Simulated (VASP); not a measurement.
## PtSe2 (1T (CdI2) bulk): gaps by functional in VASP

```xyz
3
Lattice="3.7287 0.0000 0.0000 -1.8643 3.2291 0.0000 0.0000 0.0000 5.2772" Properties=species:S:1:pos:R:3 pbc="T T T"
Pt    0.0000    0.0000    0.0000
Se    0.0000    2.1527    1.2993
Se    1.8643    1.0764    3.9778
```

All runs share this cell. Band v is the last that the valence electrons fill when counted band by band, and c is the next. A negative gap between them is a band overlap, as in a metal.

```
 level  gap (eV)  least direct gap (eV)  pressure (GPa)
   PBE     -0.17                   0.59             3.7
   LDA     -0.22                   0.57            -3.2
PBEsol     -0.21                   0.58            -1.0
```
